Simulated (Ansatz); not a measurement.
One input, then a changed one: Ga (omega type)

First run: DFT, PBE, all-electron PAW with datasets made for the crystal, scalar-relativistic (Ansatz 0.2.0).

Command: `ansatz run input.yaml --threads 1 --pin off --max-ram 3072MiB --backend cpu --events-out ev --progress --plain --runs-dir out` It took 25 s on 1 thread of Arm Neoverse N1, with other jobs on the host, peak memory 0.46 GiB.

```yaml
crystal:
  lattice:
    - [4.6934052896, 0.0, 0.0]
    - [-2.3467026448, 4.0646082111, 0.0]
    - [0.0, 0.0, 3.0343092464]
  atoms:
    - { symbol: Ga, position: [0.0, 0.0, 0.0] }
    - { symbol: Ga, position: [0.3333333333, 0.6666666667, 0.5] }
    - { symbol: Ga, position: [0.6666666667, 0.3333333333, 0.5] }
kpoints:
  mp_grid: { grid: [8, 8, 10] }
scf:
  occupations: { method: fermi_dirac, width: 0.05 }
hamiltonian:
  xc: pbe
  pseudopotentials: { kind: all_electron, datasets: crystal }
output:
  forces: true
  stress: true
  eigenvalues: true
```

The cell comes from a relaxation on PAW files under the same functional, begun from a prototype that needn't be the stable phase.

This run: the series' base cell.

It converges in 12 SCF iterations at a pressure of 0.03 GPa.

A second input differs as follows:

```diff
 kpoints:
-  mp_grid: { grid: [8, 8, 10] }
+  mp_gri: { grid: [8, 8, 10] }
 scf:
   occupations: { method: fermi_dirac, width: 0.05 }
+  max_iter: 80
 hamiltonian:
```

What is wrong with it, and what does the program do?

The change was made to test a misspelt key. The run is refused before any iteration. The log ends:
```
Error: YAML parse error: error: line 11 column 3: unknown field `mp_gri`, expected one of mp_grid, list, band_path, initial_grid, further_shifts
  --> <input>:11:3
   |
 9 |     - { symbol: Ga, position: [0.6666666667, 0.3333333333, 0.5] }
10 | kpoints:
11 |   mp_gri: { grid: [8, 8, 10] }
   |   ^ unknown field `mp_gri`, expected one of mp_grid, list, band_path, initial_grid, further_shifts
12 | scf:
13 |   occupations: { method: fermi_dirac, width: 0.05 }
   |
```
